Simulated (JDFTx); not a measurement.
# MgO (P6_3mc) in JDFTx: reference runs

Aim: a first look at MgO with PBE, on the cell as given and on a disturbed one.

All numbers are computed with JDFTx 1.7.0 (patched build); they aren't measurements. Logs are shortened: lines on timing, memory, paths and dates and some standing lists are left out, and cuts for length are marked. The log counts tension as positive stress, the text compression.

**1. The structure**

Symmetry: P6_3mc, No. 186, hexagonal system. Conventional cell: a = 3.308 Å, b = 3.308 Å, c = 4.983 Å, α = 90.00°, β = 90.00°, γ = 120.00°. Mg (site symmetry 3m) is surrounded by 4 O at 1.97 to 1.99 Å. Around O (site symmetry 3m) lie 4 Mg at 1.97 to 1.99 Å.

Measurements of this composition are mostly on another form, of space group No. 225.

**2. Single point, PBE**

MgO.in reads:

```
lattice \
    6.2508114831    -3.1254057416     0.0000000000 \
    0.0000000000     5.4133615386     0.0000000000 \
    0.0000000000     0.0000000000     9.4162816677
coords-type Lattice
ion Mg     0.6666666667     0.3333333333     0.5021597400 1
ion Mg     0.3333333333     0.6666666667     0.0021597400 1
ion O      0.6666666667     0.3333333333     0.9024402600 1
ion O      0.3333333333     0.6666666667     0.4024402600 1

ion-species pseudo/Mg.upf
ion-species pseudo/O.upf
elec-cutoff 42 336
elec-ex-corr gga-PBE
kpoint-folding 9 9 6
elec-smearing Fermi 0.0018374661
elec-n-bands 23
electronic-SCF nIterations 100 energyDiffThreshold 1e-09
electronic-minimize nIterations 30 energyDiffThreshold 1e-7
converge-empty-states yes
forces-output-coords Cartesian

dump-name run.$VAR
dump End Ecomponents EigStats BandEigs Kpoints Forces Stress
```

Potentials or basis: PseudoDojo-SR-PBE-0.5-standard.

Run with:

```bash
$ jdftx -c 1 -i MgO.in -o MgO.out
```

What it wrote:

```text
*************** JDFTx 1.7.0 (patched build) ***************

Input parsed successfully to the following command list (including defaults):
[... the input with its defaults ...]

---------- Setting up symmetries ----------

Found 24 point-group symmetries of the bravais lattice
Found 12 space-group symmetries with basis
Applied RMS atom displacement 3.60891e-10 bohrs to make symmetries exact.

---------- Initializing the Grid ----------
R =
[      6.25081     -3.12541            0  ]
[            0      5.41336            0  ]
[            0            0      9.41628  ]
unit cell volume = 318.627
G =
[    1.00518    0.58034         -0  ]
[          0    1.16068          0  ]
[          0         -0   0.667268  ]
Minimum fftbox size, Smin = [  52  52  80  ]
Chosen fftbox size, S = [  54  54  80  ]

---------- Initializing tighter grid for wavefunction operations ----------
R =
[      6.25081     -3.12541            0  ]
[            0      5.41336            0  ]
[            0            0      9.41628  ]
unit cell volume = 318.627
G =
[    1.00518    0.58034         -0  ]
[          0    1.16068          0  ]
[          0         -0   0.667268  ]
Minimum fftbox size, Smin = [  40  40  56  ]
Chosen fftbox size, S = [  40  40  56  ]

---------- Exchange Correlation functional ----------
Initalized PBE GGA exchange.
Initalized PBE GGA correlation.

---------- Setting up pseudopotentials ----------
Width of ionic core gaussian charges (only for fluid interactions / plotting) set to 0

Reading pseudopotential file 'pseudo/Mg.upf':
  'Mg' pseudopotential, 'PBE' functional
  Generated using ONCVPSP code by D. R. Hamann
  10 valence electrons, 3 orbitals, 4 projectors, 1001 radial grid points, with lMax = 1
    2S    l: 0   occupation:  2.0   eigenvalue: -2.934267
    2P    l: 1   occupation:  6.0   eigenvalue: -1.713025
    3S    l: 0   occupation:  2.0   eigenvalue: -0.172924
  Core radius for overlap checks: 1.50 bohrs.

Reading pseudopotential file 'pseudo/O.upf':
  'O' pseudopotential, 'PBE' functional
  Generated using ONCVPSP code by D. R. Hamann
  6 valence electrons, 2 orbitals, 5 projectors, 936 radial grid points, with lMax = 2
    2S    l: 0   occupation:  2.0   eigenvalue: -0.880572
    2P    l: 1   occupation:  4.0   eigenvalue: -0.331869
  Core radius for overlap checks: 1.39 bohrs.

Initialized 2 species with 4 total atoms.

Folded 1 k-points by 9x9x6 to 486 k-points.

---------- Setting up k-points, bands, fillings ----------
Adding inversion symmetry to k-mesh for non-inversion-symmetric unit cell.
Reduced to 48 k-points under symmetry.
Computing the number of bands and number of electrons
Calculating initial fillings.
nElectrons:  32.000000   nBands: 23   nStates: 48

----- Setting up reduced wavefunction bases (one per k-point) -----
average nbasis = 4141.698 , ideal nbasis = 4142.388

---------- Setting up ewald sum ----------
Optimum gaussian width for ewald sums = 2.162690 bohr.
Real space sum over 1089 unit cells with max indices [  5  5  4  ]
Reciprocal space sum over 2873 terms with max indices [  6  6  8  ]

---------- Allocating electronic variables ----------
Initializing wave functions:  linear combination of atomic orbitals
Note: number of bands (23) exceeds available atomic orbitals (18)
Mg pseudo-atom occupations:   s ( 2 2 )  p ( 6 )
O pseudo-atom occupations:   s ( 2 )  p ( 4 )
	FillingsUpdate:  mu: +0.495988729  nElectrons: 32.000000
LCAOMinimize: Iter:   0  F: -150.5528154365379407  |grad|_K:  6.865e-03  alpha:  1.000e+00
	FillingsUpdate:  mu: +0.334507963  nElectrons: 32.000000
LCAOMinimize: Iter:   1  F: -150.8629765927976791  |grad|_K:  1.740e-03  alpha:  3.622e-01  linmin: -2.935e-01  cgtest:  8.430e-01
LCAOMinimize: Encountered beta<0, resetting CG.
[... 7 lines of inner loops ...]
LCAOMinimize: Iter:   5  F: -150.8793988486989974  |grad|_K:  1.602e-07  alpha:  9.845e-01  linmin:  1.634e-02  cgtest: -1.064e-01
	FillingsUpdate:  mu: +0.297263085  nElectrons: 32.000000
LCAOMinimize: Iter:   6  F: -150.8793988489907179  |grad|_K:  2.985e-08  alpha:  9.085e-01  linmin:  1.655e-03  cgtest:  6.324e-02
LCAOMinimize: Converged (|Delta F|<1.000000e-06 for 2 iters).

-------- Electronic minimization -----------
Will mix electronic density at each iteration.
	FillingsUpdate:  mu: +0.297263085  nElectrons: 32.000000
	FillingsUpdate:  mu: +0.279314521  nElectrons: 32.000000
SCF: Cycle:  0   F: -150.976749802728335   dF: -9.735e-02   |Residual|: 3.059e-01   |deigs|: 7.923e-02
	FillingsUpdate:  mu: +0.220414746  nElectrons: 32.000000
SCF: Cycle:  1   F: -151.056292447383782   dF: -7.954e-02   |Residual|: 4.208e-02   |deigs|: 3.685e-02
	FillingsUpdate:  mu: +0.229744845  nElectrons: 32.000000
SCF: Cycle:  2   F: -151.057958668520314   dF: -1.666e-03   |Residual|: 1.717e-02   |deigs|: 5.356e-03
	FillingsUpdate:  mu: +0.232911903  nElectrons: 32.000000
SCF: Cycle:  3   F: -151.057991653915394   dF: -3.299e-05   |Residual|: 5.585e-03   |deigs|: 3.390e-03
	FillingsUpdate:  mu: +0.232218865  nElectrons: 32.000000
SCF: Cycle:  4   F: -151.058008418242025   dF: -1.676e-05   |Residual|: 1.937e-03   |deigs|: 9.009e-04
	FillingsUpdate:  mu: +0.232646006  nElectrons: 32.000000
SCF: Cycle:  5   F: -151.058010596160671   dF: -2.178e-06   |Residual|: 2.643e-04   |deigs|: 3.527e-04
	FillingsUpdate:  mu: +0.232701014  nElectrons: 32.000000
SCF: Cycle:  6   F: -151.058010673098238   dF: -7.694e-08   |Residual|: 1.409e-04   |deigs|: 5.989e-05
	FillingsUpdate:  mu: +0.232689717  nElectrons: 32.000000
SCF: Cycle:  7   F: -151.058010695096584   dF: -2.200e-08   |Residual|: 4.067e-05   |deigs|: 5.031e-05
	FillingsUpdate:  mu: +0.232680976  nElectrons: 32.000000
SCF: Cycle:  8   F: -151.058010697065640   dF: -1.969e-09   |Residual|: 1.306e-05   |deigs|: 4.744e-05
	FillingsUpdate:  mu: +0.232681506  nElectrons: 32.000000
SCF: Cycle:  9   F: -151.058010697266411   dF: -2.008e-10   |Residual|: 2.404e-06   |deigs|: 4.091e-05
	FillingsUpdate:  mu: +0.232681843  nElectrons: 32.000000
SCF: Cycle: 10   F: -151.058010697303473   dF: -3.706e-11   |Residual|: 2.132e-06   |deigs|: 3.505e-05
SCF: Converged (|Delta E|<1.000000e-09 for 2 iters).

Setting wave functions to eigenvectors of Hamiltonian
Converging empty states (this may take a while): |deigs|: 2.663e-04

# Stress tensor in Cartesian coordinates [Eh/a0^3]:
[ -0.000107017            0            0  ]
[            0 -0.000107017            0  ]
[            0            0 -0.000113128  ]

# Ionic positions in lattice coordinates:
ion Mg   0.666666666666667   0.333333333333333   0.502159740000000 1
ion Mg   0.333333333333333   0.666666666666667   0.002159740000000 1
ion O   0.666666666666667   0.333333333333333   0.902440260000000 1
ion O   0.333333333333333   0.666666666666667   0.402440260000000 1

# Forces in Cartesian coordinates:
force Mg   0.000000000000000   0.000000000000000   0.000113102655341 1
force Mg  -0.000000000000000  -0.000000000000000   0.000113102655341 1
force O   0.000000000000000  -0.000000000000000  -0.000141769281987 1
force O  -0.000000000000000   0.000000000000000  -0.000141769281987 1

# Energy components:
   Eewald =      -83.5302084508046789
       EH =       49.6682863429857306
     Eloc =     -142.9444822027968485
      Enl =      -41.4153618394772280
      Exc =      -24.4457871708732917
 Exc_core =        1.0336806798858458
       KE =       90.5758619437770136
-------------------------------------
     Etot =     -151.0580106973034731
       TS =        0.0000000000000036
-------------------------------------
        F =     -151.0580106973034731

IonicMinimize: Iter:   0  F: -151.058010697303473  |grad|_K:  7.358e-05
IonicMinimize: Converged (|grad|_K<1.000000e-04).

#--- Lowdin population analysis ---
# oxidation-state Mg +1.530 +1.530
# oxidation-state O -1.381 -1.381

Dumping 'run.eigStats' ...
	eMin: -2.458691 at state 0 ( [ +0.000000 +0.000000 +0.000000 ] spin 0 )
	HOMO: +0.184301 at state 0 ( [ +0.000000 +0.000000 +0.000000 ] spin 0 )
	mu  : +0.232681
	LUMO: +0.312574 at state 0 ( [ +0.000000 +0.000000 +0.000000 ] spin 0 )
	eMax: +0.789885 at state 0 ( [ +0.000000 +0.000000 +0.000000 ] spin 0 )
	HOMO-LUMO gap: +0.128273
	Optical gap  : +0.128273 at state 0 ( [ +0.000000 +0.000000 +0.000000 ] spin 0 )
Done!
[note: mu as printed may lie anywhere between the filled and the empty levels]
```

Wall time 3.1 min (1 thread of Arm Neoverse V1, shared host); peak memory 0.25 GiB.

Results:

| Quantity | Value |
| --- | --- |
| Free energy | -4110.4979 eV |
| Pressure | 3.2 GPa |
| Largest force | 0.007 eV/Å |
| Band gap on the k mesh | 3.49 eV, direct |
| Loewdin charges | Mg +1.53; O -1.38 e |

Forces in eV/Å, atoms in the order of the input:
```
Mg   0.000  0.000  0.006
Mg   0.000  0.000  0.006
O    0.000  0.000 -0.007
O    0.000  0.000 -0.007
```

Levels at points of the mesh, in eV from the valence-band top:
```csv
k point,band 13,band 14,band 15,band 16,band 17,band 18,band 19,band 20
"(0.00, 0.00, 0.00)",-0.78,-0.44,-0.44,0.00,3.49,8.54,10.35,14.14
"(0.00, 0.00, 0.50)",-0.61,-0.61,-0.61,-0.61,5.99,5.99,13.25,13.25
```

Caveat: the atomic charges don't sum to the cell's charge; an odd mesh through Γ misses points on the zone boundary, where band edges often lie.

**3. Single point, PBE (atoms moved at random, drawn with an rms of 0.05 Å)**

Changes to MgO.in since step 2:

```diff
@@ -5,6 +5,6 @@
 coords-type Lattice
-ion Mg     0.6666666667     0.3333333333     0.5021597400 1
-ion Mg     0.3333333333     0.6666666667     0.0021597400 1
-ion O      0.6666666667     0.3333333333     0.9024402600 1
-ion O      0.3333333333     0.6666666667     0.4024402600 1
+ion Mg     0.6635620000     0.3496300000     0.4870640000 1
+ion Mg     0.3227370000     0.6737780000     0.0089120000 1
+ion O      0.6632130000     0.3311210000     0.9070510000 1
+ion O      0.3041830000     0.6610780000     0.4125900000 1
```

Potentials or basis: PseudoDojo-SR-PBE-0.5-standard.

Run with:

```bash
$ jdftx -c 1 -i MgO.in -o MgO.out
```

What it wrote:

```text
*************** JDFTx 1.7.0 (patched build) ***************

Input parsed successfully to the following command list (including defaults):
[... the input with its defaults ...]

---------- Setting up symmetries ----------

Found 24 point-group symmetries of the bravais lattice
Found 1 space-group symmetries with basis
Applied RMS atom displacement 0 bohrs to make symmetries exact.

---------- Initializing the Grid ----------
R =
[      6.25081     -3.12541            0  ]
[            0      5.41336            0  ]
[            0            0      9.41628  ]
unit cell volume = 318.627
G =
[    1.00518    0.58034         -0  ]
[          0    1.16068          0  ]
[          0         -0   0.667268  ]
Minimum fftbox size, Smin = [  52  52  80  ]
Chosen fftbox size, S = [  54  54  80  ]

---------- Initializing tighter grid for wavefunction operations ----------
R =
[      6.25081     -3.12541            0  ]
[            0      5.41336            0  ]
[            0            0      9.41628  ]
unit cell volume = 318.627
G =
[    1.00518    0.58034         -0  ]
[          0    1.16068          0  ]
[          0         -0   0.667268  ]
Minimum fftbox size, Smin = [  40  40  56  ]
Chosen fftbox size, S = [  40  40  56  ]

---------- Exchange Correlation functional ----------
Initalized PBE GGA exchange.
Initalized PBE GGA correlation.

---------- Setting up pseudopotentials ----------
Width of ionic core gaussian charges (only for fluid interactions / plotting) set to 0

Reading pseudopotential file 'pseudo/Mg.upf':
  'Mg' pseudopotential, 'PBE' functional
  Generated using ONCVPSP code by D. R. Hamann
  10 valence electrons, 3 orbitals, 4 projectors, 1001 radial grid points, with lMax = 1
    2S    l: 0   occupation:  2.0   eigenvalue: -2.934267
    2P    l: 1   occupation:  6.0   eigenvalue: -1.713025
    3S    l: 0   occupation:  2.0   eigenvalue: -0.172924
  Core radius for overlap checks: 1.50 bohrs.

Reading pseudopotential file 'pseudo/O.upf':
  'O' pseudopotential, 'PBE' functional
[... 34 lines left out ...]
LCAOMinimize: Encountered beta<0, resetting CG.
[... 7 lines of inner loops ...]
LCAOMinimize: Iter:   5  F: -150.8740982564182787  |grad|_K:  1.649e-06  alpha:  8.538e-01  linmin:  9.040e-04  cgtest: -6.352e-03
	FillingsUpdate:  mu: +0.298289663  nElectrons: 32.000000
LCAOMinimize: Iter:   6  F: -150.8740983114675771  |grad|_K:  2.264e-07  alpha:  3.147e-01  linmin: -6.333e-04  cgtest:  2.704e-02
LCAOMinimize: Converged (|Delta F|<1.000000e-06 for 2 iters).

-------- Electronic minimization -----------
Will mix electronic density at each iteration.
	FillingsUpdate:  mu: +0.298289663  nElectrons: 32.000000
	FillingsUpdate:  mu: +0.280322929  nElectrons: 32.000000
SCF: Cycle:  0   F: -150.970431119040882   dF: -9.633e-02   |Residual|: 3.071e-01   |deigs|: 8.124e-02
	FillingsUpdate:  mu: +0.217501266  nElectrons: 32.000000
SCF: Cycle:  1   F: -151.051733844700721   dF: -8.130e-02   |Residual|: 4.341e-02   |deigs|: 3.685e-02
	FillingsUpdate:  mu: +0.226987481  nElectrons: 32.000000
SCF: Cycle:  2   F: -151.053537075529675   dF: -1.803e-03   |Residual|: 1.745e-02   |deigs|: 5.467e-03
	FillingsUpdate:  mu: +0.229885050  nElectrons: 32.000000
SCF: Cycle:  3   F: -151.053604886614323   dF: -6.781e-05   |Residual|: 5.837e-03   |deigs|: 3.320e-03
	FillingsUpdate:  mu: +0.229410702  nElectrons: 32.000000
SCF: Cycle:  4   F: -151.053622117948549   dF: -1.723e-05   |Residual|: 1.785e-03   |deigs|: 7.950e-04
	FillingsUpdate:  mu: +0.229488285  nElectrons: 32.000000
SCF: Cycle:  5   F: -151.053622923862946   dF: -8.059e-07   |Residual|: 1.064e-03   |deigs|: 3.408e-04
	FillingsUpdate:  mu: +0.229734202  nElectrons: 32.000000
SCF: Cycle:  6   F: -151.053623784329204   dF: -8.605e-07   |Residual|: 1.998e-04   |deigs|: 1.622e-04
	FillingsUpdate:  mu: +0.229765926  nElectrons: 32.000000
SCF: Cycle:  7   F: -151.053623819086937   dF: -3.476e-08   |Residual|: 1.176e-04   |deigs|: 4.933e-05
	FillingsUpdate:  mu: +0.229745090  nElectrons: 32.000000
SCF: Cycle:  8   F: -151.053623830231601   dF: -1.114e-08   |Residual|: 2.898e-05   |deigs|: 3.604e-05
	FillingsUpdate:  mu: +0.229744070  nElectrons: 32.000000
SCF: Cycle:  9   F: -151.053623831082319   dF: -8.507e-10   |Residual|: 6.950e-06   |deigs|: 2.946e-05
	FillingsUpdate:  mu: +0.229744089  nElectrons: 32.000000
SCF: Cycle: 10   F: -151.053623831190578   dF: -1.083e-10   |Residual|: 2.870e-06   |deigs|: 2.687e-05
SCF: Converged (|Delta E|<1.000000e-09 for 2 iters).

Setting wave functions to eigenvectors of Hamiltonian
Converging empty states (this may take a while): |deigs|: 3.369e-04

# Stress tensor in Cartesian coordinates [Eh/a0^3]:
[ -0.000240027 -0.000107605  9.67615e-06  ]
[ -0.000107605 -0.000139254  3.37781e-05  ]
[  9.67615e-06  3.37781e-05  1.14765e-05  ]

# Ionic positions in lattice coordinates:
ion Mg   0.663562000000000   0.349630000000000   0.487064000000000 1
ion Mg   0.322737000000000   0.673778000000000   0.008912000000000 1
ion O   0.663213000000000   0.331121000000000   0.907051000000000 1
ion O   0.304183000000000   0.661078000000000   0.412590000000000 1

# Forces in Cartesian coordinates:
force Mg  -0.013126910696491  -0.014418330522753   0.021489294775622 1
force Mg   0.005660786609158  -0.004811879281163  -0.009647823778316 1
force O  -0.007880401646780   0.005241384193569   0.000104787954424 1
force O   0.015354860066258   0.013994653639556  -0.011912288835923 1

# Energy components:
   Eewald =      -83.4830697966480102
       EH =       49.6982833880884058
     Eloc =     -143.0203928901079848
      Enl =      -41.4140986842735543
      Exc =      -24.4452718011776504
 Exc_core =        1.0336805436242715
       KE =       90.5772454093040267
-------------------------------------
     Etot =     -151.0536238311904924
       TS =        0.0000000000000810
-------------------------------------
        F =     -151.0536238311905777

IonicMinimize: Iter:   0  F: -151.053623831190578  |grad|_K:  1.174e-02
IonicMinimize: None of the convergence criteria satisfied after 0 iterations.

#--- Lowdin population analysis ---
# oxidation-state Mg +1.534 +1.524
# oxidation-state O -1.373 -1.386

Dumping 'run.eigStats' ...
	eMin: -2.461620 at state 0 ( [ +0.000000 +0.000000 +0.000000 ] spin 0 )
	HOMO: +0.187510 at state 0 ( [ +0.000000 +0.000000 +0.000000 ] spin 0 )
	mu  : +0.229745
	LUMO: +0.311474 at state 0 ( [ +0.000000 +0.000000 +0.000000 ] spin 0 )
	eMax: +0.780638 at state 0 ( [ +0.000000 +0.000000 +0.000000 ] spin 0 )
	HOMO-LUMO gap: +0.123964
	Optical gap  : +0.123964 at state 0 ( [ +0.000000 +0.000000 +0.000000 ] spin 0 )
Done!
[note: mu as printed may lie anywhere between the filled and the empty levels]
```

Wall time 16 min (1 thread of Arm Neoverse V1, shared host); peak memory 1.1 GiB.

Results:

- Free energy: -4110.3785 eV
- Pressure: 3.6 GPa
- Largest force: 1.492 eV/Å
- Band gap on the k mesh: 3.37 eV, direct
- Loewdin charges: Mg +1.53, +1.52; O -1.37, -1.39 e

Forces on the atoms (eV/Å):
```
Mg  -0.675 -0.741  1.105
Mg   0.291 -0.247 -0.496
O   -0.405  0.270  0.005
O    0.790  0.720 -0.613
```

Caveat: the atomic charges don't sum to the cell's charge; an odd mesh through Γ misses points on the zone boundary, where band edges often lie.
